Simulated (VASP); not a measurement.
## Se: single point with PBEsol

Crystal: Se.

```
CELL_PARAMETERS angstrom
0.00000 3.12557 3.12557
3.12557 0.00000 3.12557
3.12557 3.12557 0.00000
ATOMIC_POSITIONS crystal
Se 0.50000 0.50000 0.50000
Se 0.75000 0.75000 0.75000
```

This isn't the form of Se at room conditions, which is trigonal, of chains.

```json
{
 "Program": "VASP 6.6.1",
 "Task": "single point",
 "Functional": "PBEsol",
 "Potentials or basis": "VASP PAW PBE potentials, release 64 (Se)",
 "Cutoff": "520 eV",
 "k mesh": "14 × 14 × 14",
 "Occupations": "gaussian, width 0.15 eV",
 "Spin": "no spin polarisation"
}
```

```json
{"Pressure": "-0.5 GPa", "Band gap on the k mesh": "none (metal or under the smearing width)"}
```

Levels at points of the mesh, in eV from the Fermi level:
```csv
k point,band 3,band 4,band 5,band 6,band 7,band 8,band 9,band 10
"(0.00, 0.00, 0.00)",-3.51,-3.51,-3.51,-0.79,-0.79,-0.79,4.20,7.59
"(0.50, 0.00, 0.00)",-4.24,-4.24,-4.21,0.31,0.31,1.80,6.73,6.76
"(0.50, 0.50, 0.00)",-5.04,-5.04,-2.00,-2.00,2.28,2.28,6.13,6.13
```

It took 91 s on 1 thread of Intel(R) Xeon(R) Platinum 8375C CPU @ 2.90GHz (Ice Lake), with other jobs on the host, peak memory 0.23 GiB.

Caveat: the PAW data sets were made with another functional, which shifts forces and pressure a little.
